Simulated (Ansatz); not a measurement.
Infrared modes and screening in BaF2 (fluorite)

Measured values to be reproduced:
- infrared mode: 186 cm⁻¹ (infrared-active substrate phonon; 300 K; far-infrared reflectivity; Substrate feature seen in raw spectra through the overlying film; passing remark; “Interband absorption edge in topological insulators Bi2(Te1-xSex)3”, 2017, arxiv:1711.08177)

Perturbation theory with PBEsol in the plane-wave code Ansatz on the PBEsol cell, ground state and force constants on a 6×6×6 mesh. No spin polarisation and no zero-point or thermal motion.

The symmetry is Fm-3m (No. 225, cubic); conventional cell a = 6.138 Å, 19.27 Å³ an atom. Ba is surrounded by 8 F at 2.66 Å; F is surrounded by 4 Ba at 2.66 Å.

```yaml
crystal:
  lattice:
    - [0.00000, 3.06897, 3.06897]
    - [3.06897, 0.00000, 3.06897]
    - [3.06897, 3.06897, 0.00000]
  atoms:
    - { symbol: Ba, position: [0.00000, 0.00000, 0.00000] }
    - { symbol: F, position: [0.25000, 0.25000, 0.25000] }
    - { symbol: F, position: [0.75000, 0.75000, 0.75000] }
```

Optical modes without the longitudinal term:
```json
{"ω (cm⁻¹)": "180", "degeneracy": "3", "IR intensity, summed over the level ((D/Å)²/amu)": "15.99"}
{"ω (cm⁻¹)": "241", "degeneracy": "3", "IR intensity, summed over the level ((D/Å)²/amu)": "0.00"}
```

All optical modes at Γ are real, from 180 to 241 cm⁻¹ without the longitudinal term; this says nothing of other wave vectors. With the long-range field the highest mode reaches 337 cm⁻¹. Of the real levels 1 is infrared active, the strongest at 180 cm⁻¹.

The clamped-ion dielectric constant comes out as 2.42 in all directions. With the ions relaxed, ε⁰ is 8.5 in all directions. Born charges, averaged over directions: Ba +2.62, F -1.31 e.

With one polar mode in a cubic crystal the Lyddane-Sachs-Teller relation applies: (ω_LO/ω_TO)² = (337.4/180.2)² = 3.507, and ε⁰/ε∞ = 8.477/2.417 = 3.507. The refractive index √ε∞ is 1.55.

For comparison, on the r2SCAN cell the mean ε∞ is 2.27 with r2SCAN (ground state on 6×6×6; least gap 7.41 eV), 2.36 with PBE (ground state on 6×6×6; least gap 6.84 eV).

Set against measured values:
- Infrared mode at 186 cm⁻¹ (infrared-active substrate phonon): the nearest PBEsol mode at Γ lies at 180 cm⁻¹ (-3.1 %).
Reports marked as nanostructured, strained, doped, implanted or mixed samples, and transport gaps, were set aside. Modes are paired by degeneracy and infrared activity, where the label gives them, and frequency; they are harmonic.

Spin-orbit coupling is left out.
